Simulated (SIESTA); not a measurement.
**Nd under changes of volume**

One of the cells (34.862 Å³/atom); the others are scaled copies at fixed shape and fractional positions:

```
CELL_PARAMETERS angstrom
3.68122 0.00000 0.00000
-1.84061 3.18803 0.00000
0.00000 0.00000 5.94109
ATOMIC_POSITIONS crystal
Nd 0.66667 0.33333 0.75000
Nd 0.33333 0.66667 0.25000
```

This isn't the form of Nd at room conditions, which is double hcp.

```yaml
Program: SIESTA 5.4.2
Functional: PBE
Potentials_or_basis: PseudoDojo 3+ lanthanides (4f in the core) (PBE files)
Basis: DZP (energy shift 0.003 Ry; two zetas on semicore shells)
Grid_cutoff: 800 Ry
Energy_shift: 0.003 Ry
k_mesh: 8 × 8 × 5
Occupations: fermi-dirac, width 0.05 eV
Spin: collinear spin, ferromagnetic start
Starting_moments: "[3.0, 3.0] μB"
```

| volume (Å³/atom) | energy over the lowest point (meV/atom) | pressure (GPa) |
| --- | --- | --- |
| 32.128 | 48.67 | 4.6 |
| 32.811 | ? | ? |
| 33.495 | 18.14 | 2.7 |
| 34.862 | 2.71 | 1.1 |
| 35.545 | 0.00 | 0.3 |
| 36.229 | 0.31 | -0.4 |

**Question.** What does the run at 32.811 Å³/atom give?

**Answer.** Energy over the lowest point 31.37 meV/atom; pressure 3.6 GPa.

Worked out: A Birch-Murnaghan fit of order 3 (a polynomial in V^(-2/3)) to the other rows has its minimum at 35.81 Å³/atom with B0 = V·E''(V) = 36 GPa and B' = 2.9 at fixed shape and positions, which overstates the stiffness. It gives 31.39 meV/atom at 32.811 Å³/atom, against the run's 31.37, and -dE/dV = 3.6 GPa, against 3.6.

Energies are extrapolated to zero smearing.

Caveats: the magnetic or orbital state may not be the lowest; the basis of atomic orbitals isn't converged, which shifts pressures, moduli and gaps.
